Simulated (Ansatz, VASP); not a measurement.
**One calculation of SnO2, two programs**

```
Sn O
1.0
     1.55190    0.89599    4.29273
    -1.55190    0.89599    4.29273
     0.00000   -1.79198    4.29273
Sn O
1 2
Direct
  0.50000 0.50000 0.50000
  0.24144 0.24144 0.24144
  0.75856 0.75856 0.75856
```

Alike in both runs: task single point; functional PBEsol; k mesh 12 × 12 × 12; occupations gaussian, width 0.05 eV; no spin polarisation.

```csv
,VASP,Ansatz
version,VASP 6.6.1,Ansatz 0.2.0
potentials or method,"VASP PAW PBE potentials, release 64 (Sn_d, O)","scalar-relativistic, plane waves, PAW"
plane-wave cutoff (eV),520,520
valence electrons in the cell,26,26
```

```tsv
	VASP	Ansatz	Ansatz less VASP
gap on the k mesh at the Fermi level (eV)	2.54	2.56	+0.016
least direct gap on the mesh (eV)	2.68	2.69	+0.008
pressure (GPa)	21.6	20.5	-1.10
largest component of the traceless stress (GPa)	8.93	8.25	-0.671
rms of the force components (eV/Å)	0.604	0.566	-0.0389
```

Atom by atom the forces differ by 0.039 eV/Å (rms over components). Ansatz warned: «pseudo_functional_mismatch».

Caveats: so large a pressure means that the cell lies far from this level's equilibrium, or that cutoff or potentials fall short (VASP); the potentials were made for another functional, which shifts forces and pressure (VASP); spin-orbit coupling is left out, which moves the levels of the heavy elements. Expect the measured gap to be larger: semilocal functionals such as PBEsol lack the derivative discontinuity. A k mesh can miss the band edges.
